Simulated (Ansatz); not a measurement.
Zinc-blende ZnTe was calculated with PBE-D3(BJ) (plane waves, PAW; Ansatz, a program for electronic structure).

Total energies, extrapolated to zero smearing (they compare only within this program, potentials and cutoff):

| system | energy (eV/atom) |
|---|---|
| zinc-blende ZnTe, relaxed | -5150.3046 |
| hcp Zn | -3319.4484 |
| trigonal Te | -6980.3965 |

**Question.** Work out the formation enthalpy per atom.

**Answer.** ΔH_f ≈ ΔE = -5150.3046 − [1 × (-3319.4484) + 1 × (-6980.3965)]/2 = -0.382 eV/atom (0 K, no vibrations). The reference value is -0.61 eV/atom (measured, 298 K, no zero-point or thermal correction; as tabulated in Zhang et al. (2018), doi:10.1038/s41524-018-0065-z), a difference of +0.228 eV/atom.

Spin–orbit coupling is left out; its size isn't shown.

The PAW data were made under PBE.
